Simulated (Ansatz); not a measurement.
System: zinc-blende AlSb. Method: PBE0 (Ansatz, a program for electronic structure, plane waves, PAW).

Settings: plane-wave cutoff 460 eV, 8×8×8 k mesh, Fermi–Dirac smearing 0.01 eV, scalar-relativistic PAW data made under PBE.

Pressure at four volumes; x = ln(V/29.323 Å³). One pressure is withheld.

```json
[
 {"V (Å³/atom)": "27.828", "x": "-0.0523", "P (GPa)": "?"},
 {"V (Å³/atom)": "28.560", "x": "-0.0264", "P (GPa)": "1.53"},
 {"V (Å³/atom)": "29.323", "x": "0.0000", "P (GPa)": "-0.05"},
 {"V (Å³/atom)": "30.757", "x": "0.0477", "P (GPa)": "-2.50"}
]
```

**Question.** Pass a parabola P(x) through the three rows shown, estimate the bulk modulus and its pressure derivative near zero pressure, and predict the withheld pressure.

**Answer.** Slopes between the rows: (-0.05 − (1.53))/(0.0000 − (-0.0264)) = -59.85 and (-2.50 − (-0.05))/(0.0477 − (0.0000)) = -51.36 GPa. Their difference over the span 0.0741 is c = 8.49/0.0741 = 114.6 GPa, so P(x) = 1.53 + (-59.85)(x − (-0.0264)) + 114.6 (x − (-0.0264))(x − (0.0000)). At the middle row B = −dP/dx = −[-59.85 + 114.6 × 0.0264] = 56.8 GPa, and B′ = dB/dP = 2c/B = 4.0. At x = -0.0523 the parabola gives 3.24 GPa; the run gives 3.27 GPa. The Birch–Murnaghan fit to the energies at all volumes has B0 = 57.1 GPa and B′ = 4.3.

Measured, for comparison: bulk modulus 58.2 GPa (temperature not stated, not corrected to a static lattice; as tabulated in Toher et al. (2017), arXiv:1611.05714). Computed less measured: bulk modulus -1.9 %.

Spin–orbit coupling is not included.
